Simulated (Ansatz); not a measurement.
# Group exchange: HOI + C4H10O → H2O2 + C4H9I

Species: HOI `OI`, singlet; C4H10O (tert-butanol) `CC(C)(C)O`, singlet; H2O2 (hydrogen peroxide) `OO`, singlet; C4H9I (tert-butyl iodide) `CC(C)(C)I`, singlet. The partners trade I for OH: O–I and C–OH bonds give way to O–OH and C–I.

Shapes, held fixed at every level: PBE0-D4/def2-TZVP. Flexible molecules stand in one conformer, not always the lowest. Programs: Ansatz 0.2.0. Electronic energies: no zero-point or thermal term.

```tsv
level	kind	ΔE (kJ/mol)	less CCSD(T)/def2-TZVPP
SPW92/def2-TZVPP	LDA	+158.9	+6.0
B3LYP-D4/def2-TZVPP	global hybrid	+158.4	+5.5
BHLYP-D4/def2-TZVPP	global hybrid	+165.2	+12.3
r2SCAN0-D4/def2-TZVPP	global hybrid	+159.9	+7.0
wB97M-V/def2-TZVPP	range-separated hybrid	+161.3	+8.4
B2PLYP/def2-TZVPP	double hybrid	+163.4	+10.5
MP2/def2-SVP	perturbation theory	+144.8	-8.1
CCSD(T)/def2-TZVPP	coupled cluster or CI	+152.9	0.0
```

The highest level, CCSD(T)/def2-TZVPP, gives ΔE = +152.9 kJ/mol; the levels span +144.8 to +165.2. The column of differences is taken from that level and isn't an error. No measured value is set beside it here. For atoms past krypton def2 sets carry core potentials with scalar relativity. Outer-core shells of I are correlated in most correlated rows, in sets that cover them unevenly.
